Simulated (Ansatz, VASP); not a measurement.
# One calculation of Mg, two programs

```
Mg
1.0
     0.00000    2.32994    2.32994
     2.32994    0.00000    2.32994
     2.32994    2.32994    0.00000
Mg
1
Direct
  0.00000 0.00000 0.00000
```

Alike in both runs: task single point; functional PBE; k mesh 16 × 16 × 16; occupations gaussian, width 0.1 eV; no spin polarisation.

```csv
,VASP,Ansatz
version,VASP 6.6.1,Ansatz 0.2.0
potentials or method,"VASP PAW PBE potentials, release 64 (Mg)","scalar-relativistic, plane waves, PAW"
plane-wave cutoff (eV),520,420
valence electrons in the cell,2,10
```

```tsv
	VASP	Ansatz	Ansatz less VASP
gap on the k mesh at the Fermi level (eV)	none	none	-
pressure (GPa)	-2.8	-2.7	+0.11
```

A gap of «none» marks a metal or a gap that the smearing closes. The functional is the same, so the differences come from potentials, cutoffs and numerics. The two sets of potentials don't hold the same shells in valence.
